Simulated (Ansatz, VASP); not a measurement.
**W: VASP beside Ansatz**

Contents of INCAR:

```
PREC = Accurate
ENCUT = 520
EDIFF = 1E-6
ISMEAR = 0
SIGMA = 0.1
LREAL = F
LASPH = T
NELM = 60
ALGO = Normal
ISIF = 2
LWAVE = F
LCHARG = F
GGA = PE
NBANDS = 13
```

KPOINTS

```
Automatic mesh
0
Gamma
  18 18 18
```

The input POSCAR:

```
W
1.0
    0.0000000000      1.9981128006      1.9981128006
    1.9981128006      0.0000000000      1.9981128006
    1.9981128006      1.9981128006      0.0000000000
W
1
Direct
    0.0000000000      0.0000000000      0.0000000000
```

Input for Ansatz:

```yaml
crystal:
  lattice:
    - [0.0, 1.9981128006, 1.9981128006]
    - [1.9981128006, 0.0, 1.9981128006]
    - [1.9981128006, 1.9981128006, 0.0]
  atoms:
    - { symbol: W, position: [0.0, 0.0, 0.0] }
basis:
  ecutwfc: 420
kpoints:
  mp_grid: { grid: [18, 18, 18] }
hamiltonian:
  xc: pbe
scf:
  occupations: { method: gaussian, width: 0.1 }
output:
  forces: true
  stress: true
  eigenvalues: true
```

Alike in both runs: task single point; functional PBE; k mesh 18 × 18 × 18; occupations gaussian, width 0.1 eV; no spin polarisation.

```csv
,VASP,Ansatz
version,VASP 6.6.1,Ansatz 0.2.0
potentials or method,"VASP PAW PBE potentials, release 64 (W_sv)","scalar-relativistic, plane waves, PAW"
plane-wave cutoff (eV),520,420
valence electrons in the cell,14,14
```

```csv
,VASP,Ansatz,Ansatz less VASP
gap on the k mesh at the Fermi level (eV),none,none,-
pressure (GPa),9.8,9.1,-0.69
```

A gap of «none» marks a metal or a gap that the smearing closes. With one functional, cell and mesh, what is left measures potentials, basis and numerics.

Spin-orbit coupling is left out, which matters for the levels of W.
